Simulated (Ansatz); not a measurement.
**SiO2: how the energy converges with the cutoff**

SiO2, I-42d, a = 4.748 Å, c = 7.488 Å. This isn't the usual stable structure of the compound. Ansatz: PBEsol, PAW, cutoff varied, Γ-centred 8×8×8 mesh on 6 atoms, Gaussian smearing 0.02 eV; no spin polarisation. Single points at one geometry, the cutoff alone changed; ΔE is the energy at zero smearing over the run at 850 eV (runs within 0.3 meV/atom of it are left out). The runs up to 380 eV lie under the cutoff recommended for these PAW datasets.

```
cutoff (eV)  ΔE (meV/atom)
        150       13216.35
        200        4589.52
        250        1274.35
        300         314.74
        350              ?
        380          22.37
        420           4.64
        460           1.30
        520           0.92
        600           0.49
```

**Question.** Assume ΔE falls exponentially with the cutoff, fit y = ln ΔE against x, the cutoff in eV, to the other rows, and predict the missing value.

**Answer.** y = 9.489, 8.432, 7.150, 5.752, 3.108, 1.535, 0.262, -0.083, -0.713. Means x = 364.4, y = 3.8813; Σ(Δx)² = 182422, ΣΔxΔy = -4633; the slope is their ratio. y = 13.14 − 0.02540 x, a factor of ten per 91 eV. At 350 eV this gives ΔE = 70.11 meV/atom. The run gave 65.38, a ratio of 1.07. Between neighbouring rows the decay runs from a factor of ten per 59 eV to one per 400 eV, so one exponential is only a rough guide.

Cost: 12 runs of about 2.5 core-minutes in all, on Arm Neoverse V1 (shared hosts).